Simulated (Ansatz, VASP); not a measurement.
Ir: VASP beside Ansatz

```
Ir
1.0
     0.00000    1.92500    1.92500
     1.92500    0.00000    1.92500
     1.92500    1.92500    0.00000
Ir
1
Direct
  0.00000 0.00000 0.00000
```

Alike in both runs: task relaxation of cell and atoms; functional PBEsol; k mesh 12 × 12 × 12; occupations gaussian, width 0.1 eV; no spin polarisation.

|  | VASP | Ansatz |
| --- | --- | --- |
| version | VASP 6.6.1 | Ansatz 0.2.0 |
| potentials or method | VASP PAW PBE potentials, release 64 (Ir) | scalar-relativistic, plane waves, PAW |
| plane-wave cutoff (eV) | 600 | 420 |
| valence electrons in the cell | 9 | 17 |

Ansatz gave:

- gap on the k mesh at the Fermi level, each at its own relaxed structure (eV): none
- relaxed volume (Å³/atom): 14.03
- relaxed cell length with the largest relative difference (Å): 2.707
- energy change over the relaxation (meV/atom): -5

Q: Estimate VASP's values.

A: gap on the k mesh at the Fermi level, each at its own relaxed structure (eV): none; relaxed volume (Å³/atom): 14.07; relaxed cell length with the largest relative difference (Å): 2.710; energy change over the relaxation (meV/atom): -3.

A gap of «none» marks a metal or a gap that the smearing closes. The two sets of potentials don't hold the same shells in valence.

Caveats: the PAW data sets were made with another functional, which shifts forces and pressure a little (VASP). The runs have no spin-orbit coupling, so splittings on Ir are missing.
